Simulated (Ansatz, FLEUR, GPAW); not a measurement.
# One calculation of TiPt3, 3 ways

```xyz
4
Lattice="3.8970 0.0000 0.0000 0.0000 3.8970 0.0000 0.0000 0.0000 3.8970" Properties=species:S:1:pos:R:3 pbc="T T T"
Pt    1.9485    1.9485    0.0000
Pt    1.9485    0.0000    1.9485
Pt    0.0000    1.9485    1.9485
Ti    0.0000    0.0000    0.0000
```

Alike in all runs: task equation of state; functional PBE; k mesh 7 × 7 × 7; occupations fermi-dirac, width 0.05 eV; no spin polarisation; no spin-orbit coupling.

| program and potentials | plane-wave cutoff (eV) | notes | equilibrium volume (Å³/atom) | bulk modulus (GPa) |
| --- | --- | --- | --- | --- |
| Ansatz, Ansatz PAW | 420 | - | 15.38 | 235.4 |
| GPAW, GPAW PAW data sets (gpaw-data 1.2.1) | 600 | - | 15.39 | 232.7 |
| FLEUR, all-electron, FLAPW | - | - | 15.38 | 237.4 |

The equilibrium volume spans 15.38 (Ansatz, Ansatz PAW) to 15.39 Å³/atom (GPAW, GPAW PAW data sets (gpaw-data 1.2.1)), with all-electron results at 15.38. The bulk modulus spans 232.7 (GPAW, GPAW PAW data sets (gpaw-data 1.2.1)) to 237.4 GPa (FLEUR, all-electron, FLAPW), with all-electron results at 237.4. For a metal such a mesh isn't converged, which the comparison doesn't need.

The functional is the same throughout but for its coding, so the spread measures potentials, basis and numerics; runs on potential files found faulty are left out.
